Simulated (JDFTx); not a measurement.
Runs of JDFTx 1.7.0 (patched build) on MgB2. It takes space group P6/mmm (No. 191, hexagonal). The conventional cell has a = 3.085 Å, b = 3.085 Å, c = 3.523 Å, α = 90.00°, β = 90.00°, γ = 120.00°. Around Mg (site symmetry 6/mmm) lie 12 B at 2.51 Å. B (site symmetry -6m2) has 3 B at 1.78 Å as nearest neighbours. 

```tsv
task	level	potentials or basis	cell	k mesh	cutoff (eV)	further solve for the empty bands	mesh quality	gap on the mesh (eV)	pressure (GPa)	relaxed volume (Å³/atom)
single point	PBE	PseudoDojo-SR-PBE-0.5-standard	as given	10 × 10 × 8	1143	yes	not flagged	none	(a)	-
relaxation of cell and atoms	r2SCAN	SG15-PBE-1.2	relaxed	6 × 6 × 5	1088	no	coarse	none	0.0	9.49
single point	PBE	PseudoDojo-SR-PBE-0.5-standard	atoms moved at random, drawn with an rms of 0.05 Å	10 × 10 × 8	1143	yes	not flagged	none	-0.6	-
relaxation of cell and atoms	LDA	PseudoDojo-SR-LDA-0.4.1-standard	relaxed	10 × 10 × 8	1143	no	not flagged	none	0.0	9.20
relaxation of cell and atoms	RPBE	PseudoDojo-SR-PBE-0.5-standard	relaxed	10 × 10 × 8	1143	no	not flagged	none	0.0	9.75
```

Alike in all rows: no spin polarisation; smearing fermi-dirac 0.05 eV.

Task: Estimate the missing entries.

Result: (a) -0.9.

Caveats: some runs use coarse meshes; the potentials were made for another functional, which shifts forces and pressure (some runs); the empty levels aren't tightly converged (some runs).

A gap of «none» marks a metal or a gap under the smearing width.
